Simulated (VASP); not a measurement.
Rh: relaxation of cell and atoms with r2SCAN

Rh:

```xyz
1
Lattice="0.0000 1.8979 1.8979 1.8979 0.0000 1.8979 1.8979 1.8979 0.0000" Properties=species:S:1:pos:R:3 pbc="T T T"
Rh    0.0000    0.0000    0.0000
```

* Program: VASP 6.6.1
* Task: relaxation of cell and atoms
* Functional: r2SCAN
* Potentials or basis: VASP PAW PBE potentials, release 64 (Rh_pv)
* Cutoff: 600 eV
* k mesh: 16 × 16 × 16
* Occupations: methfessel-paxton, width 0.1 eV
* Spin: no spin polarisation
* Further INCAR settings: ALGO = Normal; EDIFF = 1e-06; IBRION = 2; EDIFFG = -0.01; NSW = 90; ISIF = 3

```json
{
 "Relaxed volume": "13.77 Å³/atom",
 "Relaxed cell": "a = 2.691 Å, b = 2.691 Å, c = 2.691 Å, α = 60.00°, β = 60.00°, γ = 60.00°",
 "Space group after relaxing (to 0.05 Å)": "Fm-3m (No. 225)",
 "Energy gained by relaxing": "0.7 meV/atom",
 "Ionic steps": "3",
 "Pressure after relaxing": "0.0 GPa",
 "Band gap on the k mesh": "none (metal or under the smearing width)"
}
```

The path:
```
step  energy change (eV)  largest force (eV/Å)  pressure (GPa)  volume (Å³)
   1              0.0000                0.0000            2.19        13.67
   2              0.0039                0.0000           -5.23        14.04
   3             -0.0007                0.0000            0.00        13.77
```

Final structure:
```
CELL_PARAMETERS angstrom
0.00000 1.90252 1.90252
1.90252 0.00000 1.90252
1.90252 1.90252 0.00000
ATOMIC_POSITIONS crystal
Rh 0.00000 0.00000 0.00000
```

Levels at points of the mesh, in eV from the Fermi level:
```
           k point  band 4  band 5  band 6  band 7  band 8  band 9  band 10  band 11
(0.00, 0.00, 0.00)   -8.14   -3.14   -3.14   -3.14   -1.04   -1.04    16.74    17.42
(0.50, 0.00, 0.00)   -6.30   -3.25   -3.25    0.61    0.61    0.93     9.09    16.30
(0.50, 0.50, 0.00)   -6.50   -6.13    0.54    1.07    1.07    3.51    12.88    14.02
```

Run time: 2.2 min on 1 thread of Intel(R) Xeon(R) Platinum 8488C (Sapphire Rapids), with other jobs on the host, peak memory 0.17 GiB.

Caveat: the PAW data sets were made with another functional, which shifts forces and pressure a little. Zero-point motion and thermal expansion aren't in these numbers.
